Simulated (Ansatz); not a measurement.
Working through a convergence test of the k-point mesh of AlP, space group F-43m

Computed with Ansatz 0.2.0 through its Python package.

The cells in order, each with its output:

**Cell 1**
```python
import ansatz
from tabulate import tabulate
```

**Cell 2**
```python
system = (
    ansatz.Lattice.of((0.0, 2.7255, 2.7255), (2.7255, 0.0, 2.7255), (2.7255, 2.7255, 0.0))
    .atom("Al", (0.0, 0.0, 0.0))
    .atom("P", (0.25, 0.25, 0.25))
)
```

**Cell 3**
```python
calc = system.calculation()
calc = calc.functional("pbe")
calc = calc.occupations("fixed").band_table()
```

**Cell 4**
```python
rows = []
for value in [(2, 2, 2), (4, 4, 4), (6, 6, 6), (8, 8, 8), (10, 10, 10)]:
    data = calc.kpoints(mesh=value).run().report
    rows.append((value, data["free_energy_ev"] / len(data["lattice"]["sites"]), data["n_iterations"], data["gap_by_band_count_ev"], data["n_kpoints"]))
```
Output:
```text
DeckWarning: basis.ecutwfc = 420 eV, auto-derived from the records' recommended cutoffs: set by Al (normal level)
```

**Cell 5**
```python
print(tabulate(rows, headers=["mesh", "F/atom (eV)", "iterations", "gap by band count (eV)", "k-points"], floatfmt=".4f", tablefmt="simple"))
```
Output:
```text
mesh            F/atom (eV)    iterations    gap by band count (eV)    k-points
------------  -------------  ------------  ------------------------  ----------
(2, 2, 2)         -646.2984             6                    1.3727           3
(4, 4, 4)         -647.1684             6                    1.5475           8
(6, 6, 6)         -647.2125             6                    1.5688          16
(8, 8, 8)         -647.2163             6                    1.5717          29
(10, 10, 10)      -647.2167             6                    1.5721          47
```

**Cell 6**
```python
for row in rows[:-1]:
    shift = 1000 * (row[1] - rows[-1][1])
    print(f"{row[0]}: {shift:+.2f} meV/atom" + ("  (within 1 meV)" if abs(shift) < 1 else ""))
```
Output:
```text
(2, 2, 2): +918.38 meV/atom
(4, 4, 4): +48.36 meV/atom
(6, 6, 6): +4.25 meV/atom
(8, 8, 8): +0.42 meV/atom  (within 1 meV)
```

From 8×8×8 on it stays within 1 meV an atom of the value at 10×10×10; the first row (2×2×2) is off by 918.4 meV and the last but one by 0.42 meV. That rests on few rows after larger swings, so the series isn't shown to be converged.

Caveats:
- Semilocal gaps usually lie well under measured ones.
- Of the deposited cell: the entry's cell lengths or inner coordinates differ somewhat from later room-temperature determinations.
- The structure is a deposited one; some such entries were measured under pressure or heat, so a shift against it needn't be the functional's error alone.
- Levels are Kohn-Sham eigenvalues on this mesh.
- Warnings are shown shortened and without file and line.
- Shifts are counted from the finest mesh, which is itself no proven limit.
- Processor time in the engine: 3 s on 1 thread of Intel(R) Xeon(R) Processor @ 2.30GHz, with other jobs on the host, peak memory 0.46 GiB.
